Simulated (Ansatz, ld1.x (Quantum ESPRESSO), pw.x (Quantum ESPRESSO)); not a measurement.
# beryllium: does the TM potential hold in the solid?

ld1.x (Quantum ESPRESSO) 7.5 input, shortened:

```
&input
   title='Be', zed=4., rel=1, dft='PBESOL', iswitch=3,
   config='[He] 2s2 2p0 3d-2'
 /
 &inputp
   pseudotype=2, tm=.true., lloc=1,
   nlcc=.true., new_core_ps=.true., rcore=1.10
 /
3
2S  1  0   2.00   0.00  1.45  1.45  0.0
3D  3  2  -2.00  -0.15  3.80  3.80  0.0
2P  2  1   0.00   0.00  4.20  4.20  0.0
 &test
   configts(1)='2s2 2p0'
 /
```

Crystal test: bcc Be in pw.x 7.5, no spin, 18³ k-points, Fermi–Dirac smearing 0.01 Ry, cutoffs 50/200 Ry. The reference is all-electron LAPW (Ansatz 0.2.0) with the same functional, mesh and smearing; V0 and B0 come from Birch–Murnaghan fits to the pressures at five volumes. Errors are pseudo minus all-electron; Δ is the rms difference of the E(V) curves that follow from these fits, minima aligned, over ±6 % about the mean V0. Mesh and smearing are coarse, so the numbers serve the comparison and aren't converged zero-temperature values; the lattice is a test structure that the element need not adopt.

```csv
V (Å³/atom),P all-electron (GPa),P pseudo (GPa)
7.360,6.91,-21.79
7.553,3.26,-22.96
7.747,0.00,-23.83
7.941,-2.92,-24.48
8.134,-5.53,-24.93
```

All-electron: a0 = 2.493 Å (V0 = 7.75 Å³/atom), B0 = 123.4 GPa.

Pseudopotential: mean pressure error (GPa): -23.94. The pressure does not cross zero within the volumes sampled, so no fit is given. The largest radius (4.20 bohr) exceeds half the bond length (2.04 bohr), so the spheres overlap, which is one possible source of error among others. This is a poor potential for the solid.

Problem. At the middle volume, how do free energy and pressure move when the wave cutoff is lowered (ecutrho kept at four times it)?

Solution.

| cutoff (Ry) | shift of F (meV/atom) | shift of P (GPa) |
| --- | --- | --- |
| 22 | +14.2 | +0.09 |
| 30 | +6.2 | -0.32 |
| 40 | +0.4 | -0.09 |

Input at the middle volume:

```
&control
  calculation='scf', prefix='x', pseudo_dir='./', outdir='./tmp', tstress=.true., disk_io='low'
/
&system
  ibrav=0, nat=1, ntyp=1, ecutwfc=50, ecutrho=200, nbnd=8,
  occupations='smearing', smearing='fd', degauss=0.01
/
&electrons
  conv_thr=1e-09, mixing_beta=0.4, electron_maxstep=70
/
ATOMIC_SPECIES
Be 1.0 Be.UPF
CELL_PARAMETERS angstrom
  -1.24649686 1.24649686 1.24649686
  1.24649686 -1.24649686 1.24649686
  1.24649686 1.24649686 -1.24649686
ATOMIC_POSITIONS crystal
Be 0.0000 0.0000 0.0000
K_POINTS automatic
18 18 18 0 0 0
```

```bash
pw.x < Be.scf.in > Be.scf.out
```

Lines of the output:

```
Message from routine setup:
     using ibrav=0 with symmetry is DISCOURAGED, use correct ibrav instead
     lattice parameter (alat)  =       4.0799  a.u.
     unit-cell volume          =      52.2793 (a.u.)^3
     number of electrons       =         2.00
     number of Kohn-Sham states=            8
     kinetic-energy cutoff     =      50.0000  Ry
     charge density cutoff     =     200.0000  Ry
     scf convergence threshold =      1.0E-09
     Exchange-correlation= PBESOL
     number of k points=   195  Fermi-Dirac smearing, width (Ry)=  0.0100
     iteration #  1     ecut=    50.00 Ry     beta= 0.40
     total energy              =      -2.82019184 Ry
     estimated scf accuracy    <       0.00534910 Ry
     iteration #  2     ecut=    50.00 Ry     beta= 0.40
     total energy              =      -2.81947646 Ry
     estimated scf accuracy    <       0.00185761 Ry
     iteration #  3     ecut=    50.00 Ry     beta= 0.40
     total energy              =      -2.81949372 Ry
     estimated scf accuracy    <       0.00000023 Ry
     iteration #  4     ecut=    50.00 Ry     beta= 0.40
     total energy              =      -2.81949374 Ry
     estimated scf accuracy    <          1.3E-09 Ry
     iteration #  5     ecut=    50.00 Ry     beta= 0.40
     the Fermi energy is     9.2567 ev
!    total energy              =      -2.81949374 Ry
     estimated scf accuracy    <          8.5E-11 Ry
     smearing contrib. (-TS)   =      -0.00049411 Ry
     The total energy is F=E-TS. E is the sum of the following terms:
     one-electron contribution =       2.06839828 Ry
     hartree contribution      =       0.00997194 Ry
     xc contribution           =      -1.80743120 Ry
     ewald contribution        =      -3.08993866 Ry
     convergence has been achieved in   5 iterations
          total   stress  (Ry/bohr**3)                   (kbar)     P=     -238.33
```

The run at the middle volume (195 k-points, 5 iterations) took about 4.8 s on one core of a shared host (Intel(R) Xeon(R) Platinum 8488C, 96 threads, 372 GiB, load 67).
